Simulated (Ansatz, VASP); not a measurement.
**Ag: VASP beside Ansatz**

File INCAR:

```
SYSTEM = Ag
PREC     = Accurate       ! precision mode
ENCUT    = 520            ! plane-wave cutoff, eV
EDIFF    = 1E-7           ! SCF threshold, eV
ISMEAR   = 1              ! smearing method
SIGMA    = 0.06802846561497 ! smearing width, eV
LREAL    = .False.        ! projectors in reciprocal space
LASPH    = .True.         ! aspherical terms in the spheres
NELM     = 100            ! most SCF steps
ALGO     = Fast           ! electronic algorithm
ISIF     = 2              ! what is computed and relaxed
LWAVE    = .False.        ! write WAVECAR
LCHARG   = .False.        ! write CHGCAR
GGA      = PE             ! functional
NBANDS   = 18             ! bands
```

File KPOINTS:

```
Automatic mesh
0
Gamma
  3 3 2
  0 0 0
```

The input POSCAR:

```
Ag
1.0
    2.9222991408      0.0000000000      0.0000000000
   -1.4611495704      2.5307852934      0.0000000000
    0.0000000000      0.0000000000      4.7016618100
Ag
2
Direct
    0.3333333333      0.6666666667      0.2500000000
    0.6666666667      0.3333333333      0.7500000000
```

Input for Ansatz:

```yaml
crystal:
  lattice:
    - [2.9222991408, 0.0, 0.0]
    - [-1.4611495704, 2.5307852934, 0.0]
    - [0.0, 0.0, 4.70166181]
  atoms:
    - { symbol: Ag, position: [0.3333333333, 0.6666666667, 0.25] }
    - { symbol: Ag, position: [0.6666666667, 0.3333333333, 0.75] }
basis:
  ecutwfc: 420
  ecutrho_ratio: 5
kpoints:
  mp_grid: { grid: [3, 3, 2] }
hamiltonian:
  xc: pbe
scf:
  occupations: { method: cold, width: "0.005 Ry" }
  mixing: { algorithm: msr1, beta: 0.049, q_tf: 1.3 }
  max_iter: 78
output:
  forces: true
  stress: true
  eigenvalues: true
```

Alike in both runs: task single point; functional PBE; k mesh 3 × 3 × 2; no spin polarisation.

|  | VASP | Ansatz |
| --- | --- | --- |
| version | VASP 6.6.1 | Ansatz 0.2.0 |
| potentials or method | VASP PAW PBE potentials, release 64 (Ag) | scalar-relativistic, plane waves, PAW |
| plane-wave cutoff (eV) | 520 | 420 |
| occupations | methfessel-paxton of order 1, width 0.0680285 eV | cold |
| valence electrons in the cell | 22 | 38 |

```tsv
	VASP	Ansatz	Ansatz less VASP
gap on the k mesh at the Fermi level (eV)	none	none	-
pressure (GPa)	1.7	1.9	+0.15
largest component of the traceless stress (GPa)	0.88	0.88	+0.003
```

A gap of «none» marks a metal or a gap that the smearing closes. The two sets of potentials don't hold the same shells in valence.

Caveats: the k mesh is coarse (spacing up to 0.83 Å⁻¹), so the values aren't converged.
